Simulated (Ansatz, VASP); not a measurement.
# C in VASP and in Ansatz

File POSCAR:

```
C
1.0
    0.0000000000      1.7801417077      1.8602480845
    1.7801417077      0.0000000000      1.8602480845
    1.7801417077      1.7801417077      0.0000000000
C
2
Direct
    0.5000000000      0.5000000000      0.5000000000
    0.7500000000      0.7500000000      0.7500000000
```

INCAR.step1

```
SYSTEM = C
  PREC = Accurate
  ENCUT = 520
  ISMEAR = 0
  SIGMA = 0.05
  LREAL = .FALSE.
  LASPH = .TRUE.
  NELM = 100
  NBANDS = 11
  GGA = PE
  ALGO = Normal
  EDIFF = 1E-4
  LWAVE = .TRUE.
  LCHARG = .FALSE.
```

The input INCAR.step2:

```
SYSTEM = C
  PREC = Accurate
  ENCUT = 520
  EDIFF = 1E-6
  ISMEAR = 0
  SIGMA = 0.05
  LREAL = .FALSE.
  LASPH = .TRUE.
  NELM = 100
  ALGO = Normal
  ISIF = 2
  LWAVE = .FALSE.
  LCHARG = .FALSE.
  METAGGA = R2SCAN
  LMIXTAU = .TRUE.
  NBANDS = 11
  ISTART = 1
```

KPOINTS

```
Automatic mesh
0
G
  12 12 12
  0 0 0
```

Input for Ansatz:

```yaml
crystal:
  lattice:
    - [0.0, 1.7801417077, 1.8602480845]
    - [1.7801417077, 0.0, 1.8602480845]
    - [1.7801417077, 1.7801417077, 0.0]
  atoms:
    - { symbol: C, position: [0.5, 0.5, 0.5] }
    - { symbol: C, position: [0.75, 0.75, 0.75] }
basis:
  ecutwfc: 500
kpoints:
  mp_grid: { grid: [12, 12, 12] }
hamiltonian:
  xc: r2scan
scf:
  occupations: { method: gaussian, width: 0.05 }
output:
  forces: true
  stress: true
  eigenvalues: true
```

Change from the starting cell: strain +0.0450 x Voigt [0, 0, 1, 0, 0, 0], atoms carried along.

Alike in both runs: task single point; functional r2SCAN; k mesh 12 × 12 × 12; occupations gaussian, width 0.05 eV; no spin polarisation.

|  | VASP | Ansatz |
| --- | --- | --- |
| version | VASP 6.6.1 | Ansatz 0.2.0 |
| potentials or method | VASP PAW PBE potentials, release 64 (C) | scalar-relativistic, plane waves, PAW |
| plane-wave cutoff (eV) | 520 | 500 |
| valence electrons in the cell | 8 | 8 |

```csv
,VASP,Ansatz,Ansatz less VASP
gap on the k mesh at the Fermi level (eV),3.68,3.71,+0.028
least direct gap on the mesh (eV),5.32,5.36,+0.041
pressure (GPa),-17.2,-18.2,-0.95
largest component of the traceless stress (GPa),28.88,28.93,+0.046
```

Caveats: so large a pressure means that the cell lies far from this level's equilibrium, or that cutoff or potentials fall short (VASP); the potentials were made for another functional, which shifts forces and pressure (VASP).
